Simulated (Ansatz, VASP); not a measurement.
**Two plane-wave programs on Sr**

```
Sr
1.0
    -3.70636    3.70636    2.02088
     3.70636   -3.70636    2.02088
     3.70636    3.70636   -2.02088
Sr
2
Direct
  0.00000 0.00000 0.00000
  0.75000 0.25000 0.50000
```

This isn't the form of Sr at room conditions, which is fcc.

Alike in both runs: task relaxation of cell and atoms; functional PBE; k mesh 8 × 8 × 8; occupations fermi-dirac, width 0.05 eV; no spin polarisation.

```csv
,VASP,Ansatz
version,VASP 6.6.1,Ansatz 0.2.0
potentials or method,"VASP PAW PBE potentials, release 64 (Sr_sv)",Ansatz PAW
plane-wave cutoff (eV),600,420
valence electrons in the cell,20,20
```

```csv
,VASP,Ansatz,Ansatz less VASP
"gap on the k mesh at the Fermi level, each at its own relaxed structure (eV)",none,none,-
relaxed volume (Å³/atom),55.59,55.60,+0.002
relaxed cell length with the largest relative difference (Å),5.637,5.638,+0.0005
```

A gap of «none» marks a metal or a gap that the smearing closes.

Caveats: the plane-wave basis is chosen anew once the cell has moved, so the energies of steps on either side of that aren't comparable (Ansatz).
